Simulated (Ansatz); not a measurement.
**From barrier to diffusion: N in TaN**

Computed with Ansatz, DFT PBE, scalar-relativistic, plane waves, PAW. (420 eV cutoff, 5×5×4 k-mesh, shifted by half a step, Gaussian smearing of 0.10 eV, no spin polarisation)

Host crystal, relaxed:

```yaml
crystal:
  lattice:
    - [2.91710, 0.00000, 0.00000]
    - [-1.45855, 2.52628, 0.00000]
    - [0.00000, 0.00000, 5.91485]
  atoms:
    - { symbol: Ta, position: [0.00000, 0.00000, 0.00000] }
    - { symbol: Ta, position: [0.00000, 0.00000, 0.50000] }
    - { symbol: N, position: [0.33333, 0.66667, 0.25000] }
    - { symbol: N, position: [0.66667, 0.33333, 0.75000] }
```

In a supercell of 16 host sites, interstitial N hops to an equivalent place, moving 1.71 Å. Climbing-image nudged elastic band at fixed cell; the order of the saddle wasn't checked, and the small cell leaves errors of about a tenth of an eV.

A cell with an odd number of electrons and no spin polarisation is a metal by construction and may be lower with spin. Spin-orbit coupling is left out, which matters for the bands and energies of heavy elements.

| image | path (Å) | E − E(0) (eV) |
| --- | --- | --- |
| 0 | 0.00 | 0.000 |
| 1 | 0.36 | 0.050 |
| 2 | 0.73 | 0.302 |
| 3 | 1.09 | 0.468 |
| 4 | 1.45 | 0.302 |
| 5 | 1.82 | 0.050 |
| 6 | 2.18 | 0.000 |

**Question.** What are the barriers forward and back, and what attempt frequency does the shape suggest?

**Answer.** Forward 0.47 eV, back 0.47 eV, the ends being level. For a sinusoidal profile E_b sin²(πx/l), with the N atom alone moving, ν = (1/l)√(E_b/2m) = 7.4×10¹² s⁻¹, within an order of magnitude of the customary 10¹³ s⁻¹; a true prefactor needs the vibrations at the minimum and at the saddle.

**Question.** With ν = 10¹³ s⁻¹, give the forward jump rate along this one path, the wait 1/k for that jump, the diffusivity D ≈ l²k and the distance √(Dt) covered in an hour at 300, 600 and 1000 K, taking the host as solid throughout.

**Answer.** k = ν exp(−E_b/k_BT):
| T (K) | k (1/s) | wait (s) | D (cm²/s) | √(Dt) in 1 h (nm) |
| --- | --- | --- | --- | --- |
| 300 | 1.4×10⁵ | 7.4×10⁻⁶ | 3.9×10⁻¹¹ | 3770 |
| 600 | 1.2×10⁹ | 8.6×10⁻¹⁰ | 3.4×10⁻⁷ | 3.5×10⁵ |
| 1000 | 4.4×10¹⁰ | 2.3×10⁻¹¹ | 1.3×10⁻⁵ | 2.1×10⁶ |

D = l²k holds for six equivalent jumps in three dimensions (z l²k/6) and is a scale otherwise. Long-range transport needs a connected net of such jumps, and traps slow it. D is that of an interstitial already there; self-diffusion in the crystal is slower by the defects' share of the sites. An error of 0.1 eV in the barrier changes k by a factor of 48 at 300 K and 3.2 at 1000 K.

Cost: 1 run of about 60 core-minutes, on Arm Neoverse V1 (shared hosts).